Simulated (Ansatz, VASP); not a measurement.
# SiC in VASP and in Ansatz

Contents of INCAR:

```
ALGO = Normal
EDIFF = 1E-7
ENCUT = 520
GGA = PE
ISIF = 2
ISMEAR = -1
LASPH = True
LCHARG = False
LREAL = False
LWAVE = False
NBANDS = 16
NELM = 60
PREC = Accurate
SIGMA = 0.02
```

The input KPOINTS:

```
k-points
0
Gamma
  12 12 6
```

File POSCAR:

```
SiC
1.0
    3.1373345300      0.0000000000      0.0000000000
   -1.5686672650      2.7170114032      0.0000000000
    0.0000000000      0.0000000000      4.9327234312
Si C
2 2
Direct
    0.3333333333      0.6666666667      0.2500000000
    0.6666666667      0.3333333333      0.7500000000
    0.6666666667      0.3333333333      0.2500000000
    0.3333333333      0.6666666667      0.7500000000
```

Input for Ansatz:

```yaml
crystal:
  lattice:
    - [3.13733453, 0.0, 0.0]
    - [-1.568667265, 2.7170114032, 0.0]
    - [0.0, 0.0, 4.9327234312]
  atoms:
    - { symbol: Si, position: [0.3333333333, 0.6666666667, 0.25] }
    - { symbol: Si, position: [0.6666666667, 0.3333333333, 0.75] }
    - { symbol: C, position: [0.6666666667, 0.3333333333, 0.25] }
    - { symbol: C, position: [0.3333333333, 0.6666666667, 0.75] }
kpoints:
  mp_grid: { grid: [12, 12, 6] }
  band_path:
    path:
      - [0.0, 0.0, 0.0]
      - [0.5, 0.0, 0.0]
      - [0.3333333333, 0.3333333333, 0.0]
      - [0.0, 0.0, 0.5]
      - [0.5, 0.0, 0.5]
      - [0.3333333333, 0.3333333333, 0.5]
    npoints: 1
hamiltonian:
  xc: pbe
scf:
  occupations: { method: fermi_dirac, width: 0.02 }
  n_extra_bands: 5
output:
  forces: true
  stress: true
  eigenvalues: true
```

Alike in both runs: task single point; functional PBE; k mesh 12 × 12 × 6; occupations fermi-dirac, width 0.02 eV; no spin polarisation.

```csv
,VASP,Ansatz
version,VASP 6.6.1,Ansatz 0.2.0
potentials or method,"VASP PAW PBE potentials, release 64 (Si, C)","plane waves, PAW"
plane-wave cutoff (eV),520,420
valence electrons in the cell,16,16
```

```csv
,VASP,Ansatz,Ansatz less VASP
pressure (GPa),3.7,3.8,+0.10
largest component of the traceless stress (GPa),2.75,2.88,+0.125
```
